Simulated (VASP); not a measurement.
# KI (Fm-3m) in VASP: further runs

The runs below take KI through relaxation of cell and atoms, with LDA, PBE.

Everything below comes from runs of VASP 6.6.1. Logs are shortened: lines on timing, memory, paths and dates and some standing lists are left out, and cuts for length are marked.

### 1 Starting point

The structure is cubic, space group Fm-3m (No. 225). Conventional cell: a = 7.066 Å, b = 7.066 Å, c = 7.066 Å, α = 90.00°, β = 90.00°, γ = 90.00°. I (site symmetry m-3m) has 6 K at 3.53 Å as nearest neighbours. Around K (site symmetry m-3m) lie 6 I at 3.53 Å.

### 2 Relaxation of cell and atoms, LDA

INCAR

```
SYSTEM = KI
PREC = Accurate
ENCUT = 600
EDIFF = 1E-6
ISMEAR = -1
SIGMA = 0.05
LREAL = .FALSE.
LASPH = .TRUE.
NELM = 80
ALGO = Fast
ISIF = 3
LWAVE = .FALSE.
LCHARG = .FALSE.
IBRION = 2
NSW = 40
EDIFFG = -0.005
```

KPOINTS

```
regular mesh
0
G
  7 7 7
  0 0 0
```

POSCAR

```
KI
1.0
    0.0000000000      3.5327750000      3.5327750000
    3.5327750000      0.0000000000      3.5327750000
    3.5327750000      3.5327750000      0.0000000000
I K
1 1
Direct
    0.5000000000      0.5000000000      0.5000000000
    0.0000000000      0.0000000000      0.0000000000
```

Potentials or basis: VASP PAW LDA potentials, release 64 (I, K_sv).

Started as:

```bash
$ cat potpaw_LDA.64/I/POTCAR potpaw_LDA.64/K_sv/POTCAR > POTCAR
$ mpirun -np 1 vasp_std > vasp.out
```

OUTCAR:

```text
SYSTEM = KI
   PREC = Accurate
   ENCUT = 600
   EDIFF = 1E-6
   ISMEAR = -1
   LREAL = .FALSE.
   LASPH = .TRUE.
   NELM = 80
   ISIF = 3
   IBRION = 2
   NSW = 40
   EDIFFG = -0.005

 ion  position               nearest neighbor table
   1  0.500  0.500  0.500-   2 3.53   2 3.53   2 3.53   2 3.53   2 3.53   2 3.53
   2  0.000  0.000  0.000-   1 3.53   1 3.53   1 3.53   1 3.53   1 3.53   1 3.53

  LATTYP: Found a face centered cubic cell.
 ALAT       =     7.0655500000

  Lattice vectors:

 A1 = (   0.0000000000,   3.5327750000,   3.5327750000)
 A2 = (   3.5327750000,   0.0000000000,   3.5327750000)
 A3 = (   3.5327750000,   3.5327750000,   0.0000000000)

Analysis of symmetry for initial positions (statically):
=====================================================================
 Subroutine PRICEL returns:
 Original cell was already a primitive cell.

 Routine SETGRP: Setting up the symmetry group for a
 face centered cubic supercell.

 Subroutine GETGRP returns: Found 48 space group operations
 (whereof 48 operations were pure point group operations)
 out of a pool of 48 trial point group operations.

The static configuration has the point symmetry O_h .

Analysis of symmetry for dynamics (positions and initial velocities):
=====================================================================
 Subroutine PRICEL returns:
 Original cell was already a primitive cell.

 Routine SETGRP: Setting up the symmetry group for a
 face centered cubic supercell.

 Subroutine GETGRP returns: Found 48 space group operations
 (whereof 48 operations were pure point group operations)
 out of a pool of 48 trial point group operations.

The dynamic configuration has the point symmetry O_h .

 Subroutine INISYM returns: Found 48 space group operations
 (whereof 48 operations are pure point group operations),
 and found     1 'primitive' translations

----------------------------------------------------------------------------------------

                                     Primitive cell

  volume of cell :      88.1816

  direct lattice vectors                    reciprocal lattice vectors
     0.000000000  3.532775000  3.532775000    -0.141531799  0.141531799  0.141531799
     3.532775000  0.000000000  3.532775000     0.141531799 -0.141531799  0.141531799
[... 71 lines left out ...]
   PREC   = accura    normal or accurate (medium, high low for compatibility)
   ISTART =      0    job   : 0-new  1-cont  2-samecut
   ICHARG =      2    charge: 1-file 2-atom 10-const
   ISPIN  =      1    spin polarized calculation?
   LNONCOLLINEAR =      F non collinear calculations
   LSORBIT =      F    spin-orbit coupling
   LASPH  =      T    aspherical Exc in radial PAW
   ENCUT  =  600.0 eV  44.10 Ry    6.64 a.u.   9.98  9.98  9.98*2*pi/ulx,y,z
   NELM   =     80;   NELMIN=  2; NELMDL= -5     # of ELM steps
   EDIFF  = 0.1E-05   stopping-criterion for ELM
   LREAL  =      F    real-space projection
   EDIFFG = -.5E-02   stopping-criterion for IOM
   NSW    =     40    number of steps for IOM
   IBRION =      2    ionic relax: 0-MD 1-quasi-New 2-CG
   NFREE  =      1    steps in history (QN), initial steepest desc. (CG)
   ISIF   =      3    stress and relaxation
   ISYM   =      2    0-nonsym 1-usesym 2-fastsym
   POTIM  = 0.5000    time-step for ionic-motion
   TEBEG  =    0.0;   TEEND  =   0.0 temperature during run
   PSTRESS=    0.0 pullay stress
   NELECT =      16.0000    total number of electrons
   NUPDOWN=      -1.0000    fix difference up-down
   EMIN   =  10.00;   EMAX   =-10.00  energy-range for DOS
   EFERMI =   0.00;   METHOD = LEGACY
   ISMEAR =    -1;   SIGMA  =   0.05  broadening in eV -4-tet -1-fermi 0-gaus
   EFERMI_NEDOS =   21; number of points for ismear=-14 and -15
   IALGO  =     68    algorithm
   IMIX   =      4    mixing-type and parameters
     AMIX     =   0.40;   BMIX     =  1.00
     AMIX_MAG =   1.60;   BMIX_MAG =  1.00
  volume/ion in A,a.u.               =      44.09       297.54
  Fermi-wavevector in a.u.,A,eV,Ry     =   0.926806  1.751409 11.686988  0.858969
  Thomas-Fermi vector in A             =   2.052808
   LORBIT       =      0    0 simple, 1 ext, 2 COOP (PROOUT), +10 PAW based schemes
   GGA     = CA    functional components
   LHFCALC =     F    Hartree Fock is set to
   AEXX    =    0.0000 exact exchange contribution
   IVDW    =     0    specifies the selected vdW correction
   LEPSILON=     F    determine dielectric tensor
   LRPA    =     F    only Hartree local field effects (RPA)
 conjugate gradient relaxation of ions
 non-spin polarized calculation
 RMM-DIIS sequential band-by-band and
  energy-cutoff  :      600.00
  volume of cell :       88.18
 maximum number of plane-waves:      2958
   NGX = 19   NGY = 19   NGZ = 19

--------------------------------------- Ionic step        1  -------------------------------------------

 number of electron      15.9999999 magnetization

 Free energy of the ion-electron system (eV)
  ---------------------------------------------------
  ext. energy  EPLUGINS =         0.00000000
  ---------------------------------------------------
  free energy    TOTEN  =        -6.12875015 eV

  energy without entropy =       -6.12875015  energy(sigma->0) =       -6.12875015

------------------------ aborting loop because EDIFF is reached ----------------------------------------

  FORCE on cell =-STRESS in cart. coord.  units (eV):
  Direction    XX          YY          ZZ          XY          YZ          ZX
  --------------------------------------------------------------------------------------
  -------------------------------------------------------------------------------------
  Total       -0.7028904     -0.7028904     -0.7028904     -0.0000000     -0.0000000     -0.0000000
  in kB      -12.7708630    -12.7708630    -12.7708630     -0.0000000     -0.0000000     -0.0000000
  external PRESSURE =     -12.7708630 kB  Pullay stress =       0.0000000 kB
[... 95 lines left out ...]
--------------------------------------- Ionic step        4  -------------------------------------------

 number of electron      16.0000000 magnetization

 Free energy of the ion-electron system (eV)
  ---------------------------------------------------
  ext. energy  EPLUGINS =         0.00000000
  ---------------------------------------------------
  free energy    TOTEN  =        -6.16652757 eV

  energy without entropy =       -6.16652757  energy(sigma->0) =       -6.16652757

 E-fermi :   1.0498     XC(G=0):  -8.0302

 val. band max:       -0.0446272247   @ k =   0.0000   0.0000   0.0000
 cond. band min:       3.8231398646   @ k =   0.0000   0.0000   0.0000
 fundamental gap:      3.8677670893
 Fermi energy:         1.0497985106

 k-point     1 :       0.0000    0.0000    0.0000
  band No.  band energies     occupation
      1     -28.0296      2.00000
      2     -11.7714      2.00000
      3     -11.7714      2.00000
      4     -11.7714      2.00000
      5     -10.7870      2.00000
      6      -0.0446      2.00000
      7      -0.0446      2.00000
      8      -0.0446      2.00000
      9       3.8231      0.00000
     10       6.1739      0.00000
     11       6.1739      0.00000
     12       6.1739      0.00000
[... 312 lines left out ...]
  FREE ENERGIE OF THE ION-ELECTRON SYSTEM (eV)
  ---------------------------------------------------
  free  energy   TOTEN  =        -6.1665275708 eV

  energy  without entropy=       -6.1665275708  energy(sigma->0) =       -6.16652757

 reached required accuracy - stopping structural energy minimisation
```

CONTCAR:

```text
KI
   1.00000000000000
    -0.0000000000000000    3.4137950900114631    3.4137950900114631
     3.4137950900114631   -0.0000000000000000    3.4137950900114631
     3.4137950900114631    3.4137950900114631   -0.0000000000000000
  I               K
     1     1
Direct
     0.5000000000000000    0.5000000000000000    0.5000000000000000
     0.0000000000000000    1.0000000000000000    1.0000000000000000

  0.00000000E+00  0.00000000E+00  0.00000000E+00
  0.00000000E+00  0.00000000E+00  0.00000000E+00
```

Wall time 90 s (1 thread of Intel Xeon Platinum 8488C (Sapphire Rapids), shared host); peak memory 0.2 GiB.

What came out:

```
Free energy                            : -6.1665 eV
Relaxed volume                         : 39.78 Å³/atom
Relaxed cell                           : a = 4.828 Å, b = 4.828 Å, c = 4.828 Å, α = 60.00°, β = 60.00°, γ = 60.00°
Space group after relaxing (to 0.05 Å) : Fm-3m (No. 225)
Energy gained by relaxing              : 18.9 meV/atom
Ionic steps                            : 4
Pressure after relaxing                : 0.0 GPa
Band gap on the k mesh                 : 3.87 eV, direct
```

Step by step:
| step | energy change (eV) | largest force (eV/Å) | pressure (GPa) | volume (Å³) |
| --- | --- | --- | --- | --- |
| 1 | 0.0000 | 0.0000 | -1.28 | 88.18 |
| 2 | -0.0279 | 0.0000 | -0.72 | 83.77 |
| 3 | -0.0377 | 0.0000 | -0.06 | 79.90 |
| 4 | -0.0378 | 0.0000 | 0.01 | 79.57 |

Final structure:
```
I K
1.0
     0.00000    3.41380    3.41380
     3.41380    0.00000    3.41380
     3.41380    3.41380    0.00000
I K
1 1
Direct
  0.50000 0.50000 0.50000
  0.00000 0.00000 0.00000
```

Caveat: spin-orbit coupling is left out, which moves the levels of the heavy elements.

### 3 Relaxation of cell and atoms, PBE

Changes to INCAR since step 2:

```diff
@@ -13,2 +13,3 @@
 LCHARG = .FALSE.
+GGA = PE
 IBRION = 2
```

KPOINTS is that of step 2.

POSCAR is that of step 2.

Potentials or basis: VASP PAW PBE potentials, release 64 (I, K_sv).

Started as:

```bash
$ cat potpaw_PBE.64/I/POTCAR potpaw_PBE.64/K_sv/POTCAR > POTCAR
$ mpirun -np 1 vasp_std > vasp.out
```

OUTCAR:

```text
SYSTEM = KI
   PREC = Accurate
   ENCUT = 600
   EDIFF = 1E-6
   ISMEAR = -1
   LREAL = .FALSE.
   LASPH = .TRUE.
   NELM = 80
   ISIF = 3
   GGA = PE
   IBRION = 2
   NSW = 40
   EDIFFG = -0.005

 ion  position               nearest neighbor table
   1  0.500  0.500  0.500-   2 3.53   2 3.53   2 3.53   2 3.53   2 3.53   2 3.53
   2  0.000  0.000  0.000-   1 3.53   1 3.53   1 3.53   1 3.53   1 3.53   1 3.53

  LATTYP: Found a face centered cubic cell.
 ALAT       =     7.0655500000

  Lattice vectors:

 A1 = (   0.0000000000,   3.5327750000,   3.5327750000)
 A2 = (   3.5327750000,   0.0000000000,   3.5327750000)
 A3 = (   3.5327750000,   3.5327750000,   0.0000000000)

Analysis of symmetry for initial positions (statically):
=====================================================================
[... 177 lines left out ...]
  Total        0.3408765      0.3408765      0.3408765      0.0000000     -0.0000000      0.0000000
  in kB        6.1934076      6.1934076      6.1934076      0.0000000     -0.0000000      0.0000000
  external PRESSURE =       6.1934076 kB  Pullay stress =       0.0000000 kB
[... 95 lines left out ...]
--------------------------------------- Ionic step        4  -------------------------------------------

 number of electron      16.0000001 magnetization

 Free energy of the ion-electron system (eV)
  ---------------------------------------------------
  ext. energy  EPLUGINS =         0.00000000
  ---------------------------------------------------
  free energy    TOTEN  =        -5.56513857 eV

  energy without entropy =       -5.56513857  energy(sigma->0) =       -5.56513857

 E-fermi :   0.4707     XC(G=0):  -6.9780

 val. band max:       -0.6730857677   @ k =   0.0000   0.0000   0.0000
 cond. band min:       3.1741555973   @ k =   0.0000   0.0000   0.0000
 fundamental gap:      3.8472413650
 Fermi energy:         0.4707364758

 k-point     1 :       0.0000    0.0000    0.0000
  band No.  band energies     occupation
      1     -29.2693      2.00000
      2     -12.7512      2.00000
      3     -12.7512      2.00000
      4     -12.7512      2.00000
      5     -11.1018      2.00000
      6      -0.6731      2.00000
      7      -0.6731      2.00000
      8      -0.6731      2.00000
      9       3.1742      0.00000
     10       5.8392      0.00000
     11       5.8392      0.00000
     12       5.8392      0.00000
[... 312 lines left out ...]
  FREE ENERGIE OF THE ION-ELECTRON SYSTEM (eV)
  ---------------------------------------------------
  free  energy   TOTEN  =        -5.5651385743 eV

  energy  without entropy=       -5.5651385743  energy(sigma->0) =       -5.56513857

 reached required accuracy - stopping structural energy minimisation
```

OSZICAR:

```text
N       E                     dE             d eps       ncg     rms          rms(c)
DAV:   1     0.102339960067E+03    0.10234E+03   -0.70443E+03   480   0.125E+03
DAV:   2     0.174226997834E+01   -0.10060E+03   -0.91718E+02   576   0.261E+02
DAV:   3    -0.523831123781E+01   -0.69806E+01   -0.69156E+01   632   0.624E+01
[... 44 lines left out ...]
RMM:   3    -0.556512845410E+01    0.22637E-03   -0.81092E-04   481   0.215E-01    0.609E-02
RMM:   4    -0.556513220599E+01   -0.37519E-05   -0.88200E-05   549   0.821E-02    0.254E-02
RMM:   5    -0.556513712690E+01   -0.49209E-05   -0.33198E-05   572   0.406E-02    0.892E-03
RMM:   6    -0.556513841544E+01   -0.12885E-05   -0.74081E-06   461   0.212E-02    0.371E-03
RMM:   7    -0.556513857429E+01   -0.15885E-06   -0.21609E-06   385   0.916E-03
   4 F= -.55651386E+01 E0= -.55651386E+01  d E =-.857675E-02
```

It took 89 s on 1 thread of Intel Xeon Platinum 8488C (Sapphire Rapids), shared host; peak memory 0.26 GiB.

Results:

```
Free energy                            : -5.5651 eV
Relaxed volume                         : 46.42 Å³/atom
Relaxed cell                           : a = 5.083 Å, b = 5.083 Å, c = 5.083 Å, α = 60.00°, β = 60.00°, γ = 60.00°
Space group after relaxing (to 0.05 Å) : Fm-3m (No. 225)
Energy gained by relaxing              : 4.3 meV/atom
Ionic steps                            : 4
Pressure after relaxing                : 0.0 GPa
Band gap on the k mesh                 : 3.85 eV, direct
```

The path:
| step | energy change (eV) | largest force (eV/Å) | pressure (GPa) | volume (Å³) |
| --- | --- | --- | --- | --- |
| 1 | 0.0000 | 0.0000 | 0.62 | 88.18 |
| 2 | -0.0063 | 0.0000 | 0.31 | 90.37 |
| 3 | -0.0085 | 0.0000 | -0.04 | 93.17 |
| 4 | -0.0086 | 0.0000 | 0.00 | 92.85 |

Final structure:
```xyz
2
Lattice="0.0000 3.5940 3.5940 3.5940 0.0000 3.5940 3.5940 3.5940 0.0000" Properties=species:S:1:pos:R:3 pbc="T T T"
I     3.5940    3.5940    3.5940
K     0.0000    0.0000    0.0000
```

Levels at points of the mesh, in eV from the valence-band top:
| k point | band 5 | band 6 | band 7 | band 8 | band 9 | band 10 | band 11 | band 12 |
| --- | --- | --- | --- | --- | --- | --- | --- | --- |
| (0.00, 0.00, 0.00) | -10.43 | 0.00 | 0.00 | 0.00 | 3.85 | 6.51 | 6.51 | 6.51 |

Caveat: spin-orbit coupling is left out, which moves the levels of the heavy elements; an odd mesh through Γ misses points on the zone boundary, where band edges often lie. PBE usually gives volumes a little too large and moduli too small.
